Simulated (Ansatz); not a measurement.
Set up this calculation in Ansatz 0.2.0, as the native input.

| Quantity | Value |
| --- | --- |
| Task | band structure |
| Functional | PBEsol |
| Potentials or basis | all-electron LAPW, scalar-relativistic |
| Cutoff | 252 eV (chosen from the basis error) |
| Basis error allowed | 0.001 eV/atom |
| k mesh | 11 × 11 × 11 |
| Occupations | fermi-dirac, width 0.05 eV |
| Spin | no spin polarisation |

Crystal: Ge.

```
Ge
1.0
    -2.49590    2.65086    1.43695
     2.49590   -2.65086    1.43695
     2.49590    2.65086   -1.43695
Ge
2
Cartesian
  0.0000 1.3254 0.1841
  2.4959 1.3254 1.2529
```

This isn't the form of Ge at room conditions, which is diamond.

These files were run (other wordings do the same):

input.yaml

```yaml
crystal:
  lattice:
    - [-2.495898, 2.650863, 1.436947]
    - [2.495898, -2.650863, 1.436947]
    - [2.495898, 2.650863, -1.436947]
  atoms:
    - { symbol: Ge, position: [0.314057, 0.064057, 0.25] }
    - { symbol: Ge, position: [0.685943, 0.935943, 0.75] }
kpoints:
  mp_grid: { grid: [11, 11, 11] }
  band_path:
    path:
      - [0.0, 0.0, 0.0]
      - [0.3234593264, 0.3234593264, -0.3234593264]
      - [0.2950845098, 0.3518341431, -0.2950845098]
      - [0.0, 0.5, 0.0]
      - [0.25, 0.25, 0.25]
      - [0.5, 0.0, 0.0]
      - [0.6765406736, -0.3234593264, 0.3234593264]
      - [0.5, -0.5, 0.5]
    npoints: 6
scf:
  occupations: { method: fermi_dirac, width: 0.05 }
hamiltonian:
  xc: pbesol
  pseudopotentials: { kind: all_electron, lapw: { basis_error: 0.001 } }
output:
  forces: true
  stress: true
  eigenvalues: true
```

Potentials or basis: all-electron LAPW, scalar-relativistic.

Launch:

```bash
$ ansatz run input.yaml --threads 1 --pin off --max-ram 3072MiB --backend cpu --events-out ev --progress --plain --runs-dir out
```

It gave:

The pressure is -2.5 GPa and the largest force is 0.059 eV/Å. The band gap along the path is none (metal or under the smearing width).

Run time: 48 s on 1 thread of Arm Neoverse V1 (shared host), peak memory 0.57 GiB.
